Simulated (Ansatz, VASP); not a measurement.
## MgS: VASP beside Ansatz

```
Mg S
1.0
     0.00000    2.84837    2.84837
     2.84837    0.00000    2.84837
     2.84837    2.84837    0.00000
Mg S
1 1
Direct
  0.00000 0.00000 0.00000
  0.25000 0.25000 0.25000
```

The cell comes from a database or a generator and needn't be the stable form of this composition.

Alike in both runs: task single point; functional PBE; k mesh 13 × 13 × 13; occupations fermi-dirac, width 0.05 eV; no spin polarisation.

```csv
,VASP,Ansatz
version,VASP 6.6.1,Ansatz 0.2.0
potentials or method,"VASP PAW PBE potentials, release 64 (Mg, S), cutoff 520 eV","all-electron LAPW, scalar-relativistic"
```

VASP gave:

| Quantity | Value |
| --- | --- |
| gap on the k mesh at the Fermi level (eV) | 3.37 |
| pressure (GPa) | -0.1 |

Task: Estimate Ansatz's values.

Result: gap on the k mesh at the Fermi level (eV): 3.37; pressure (GPa): 0.0.

Ansatz ran all-electron here, so the differences hold the error of VASP's frozen core and of both bases.

Caveats: an odd mesh through Γ misses points on the zone boundary, where band edges often lie.
